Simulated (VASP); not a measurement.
Wanted: the native input for a VASP 6.6.1 run.

```yaml
Task: band structure
Functional: HSE06
Potentials_or_basis: VASP PAW PBE potentials, release 64 (Cu, N)
Cutoff: 520 eV
k_mesh: 6 × 6 × 6
Occupations: gaussian, width 0.02 eV
Spin: no spin polarisation
Grid_for_exact_exchange_PRECFOCK: Fast
Screening_parameter: 0.2 1/A
Further_INCAR_settings: ALGO = Normal; EDIFF = 1e-07
```

Cu3N:

```
Cu N
1.0
     3.82000    0.00000    0.00000
     0.00000    3.82000    0.00000
     0.00000    0.00000    3.82000
Cu N
3 1
Direct
  0.50000 0.00000 0.00000
  0.00000 0.50000 0.00000
  0.00000 0.00000 0.50000
  0.00000 0.00000 0.00000
```

The cell was built by a generator and needn't be a form met in nature.

The input as run:

POSCAR

```
Cu3N
1.0
    3.8200000000      0.0000000000      0.0000000000
    0.0000000000      3.8200000000      0.0000000000
    0.0000000000      0.0000000000      3.8200000000
Cu N
3 1
Direct
    0.5000000000      0.0000000000      0.0000000000
    0.0000000000      0.5000000000      0.0000000000
    0.0000000000      0.0000000000      0.5000000000
    0.0000000000      0.0000000000      0.0000000000
```

INCAR.step1

```
SYSTEM = Cu3N
  ALGO = Normal
  EDIFF = 1E-5
  ENCUT = 520
  GGA = PE
  ISIF = 2
  ISMEAR = 0
  LASPH = .TRUE.
  LCHARG = .FALSE.
  LMAXMIX = 4
  LREAL = .FALSE.
  LWAVE = .TRUE.
  NELM = 60
  PREC = Accurate
  SIGMA = 0.02
```

INCAR.step2

```
SYSTEM = Cu3N
  ALGO = Normal
  EDIFF = 1E-7
  ENCUT = 520
  GGA = PE
  HFSCREEN = 0.2
  ISIF = 2
  ISMEAR = 0
  ISTART = 1
  LASPH = .TRUE.
  LCHARG = .FALSE.
  LHFCALC = .TRUE.
  LMAXMIX = 4
  LREAL = .FALSE.
  LWAVE = .FALSE.
  NELM = 60
  PREC = Accurate
  PRECFOCK = Fast
  SIGMA = 0.02
```

KPOINTS

```
k-points
0
G
  6 6 6
  0 0 0
```

KPOINTS_OPT

```
path GXMGRX,MR
8
line-mode
reciprocal
 0.0000000000  0.0000000000  0.0000000000  G
 0.0000000000  0.5000000000  0.0000000000  X

 0.0000000000  0.5000000000  0.0000000000  X
 0.5000000000  0.5000000000  0.0000000000  M

 0.5000000000  0.5000000000  0.0000000000  M
 0.0000000000  0.0000000000  0.0000000000  G

 0.0000000000  0.0000000000  0.0000000000  G
 0.5000000000  0.5000000000  0.5000000000  R

 0.5000000000  0.5000000000  0.5000000000  R
 0.0000000000  0.5000000000  0.0000000000  X

 0.5000000000  0.5000000000  0.0000000000  M
 0.5000000000  0.5000000000  0.5000000000  R
```

Potentials or basis: VASP PAW PBE potentials, release 64 (Cu, N).

Run with:

```bash
$ cat potpaw_PBE.64/Cu/POTCAR potpaw_PBE.64/N/POTCAR > POTCAR
$ cp INCAR.step1 INCAR
$ mpirun -np 1 vasp_std > vasp.out
$ cp INCAR.step2 INCAR
$ mpirun -np 1 vasp_std > vasp.out
```

It gave:

| Property | Result |
| --- | --- |
| Pressure | 0.4 GPa |
| Band gap on the k mesh | 1.00 eV, indirect (least direct gap 1.76 eV) |
| Band gap along the path | 1.00 eV, indirect (least direct gap 1.73 eV) |

Caveat: the PAW data sets were made with another functional, which shifts forces and pressure a little.

Run time: 110 min on 1 thread of Intel(R) Xeon(R) 6975P-C (Granite Rapids) (shared host), peak memory 0.34 GiB.
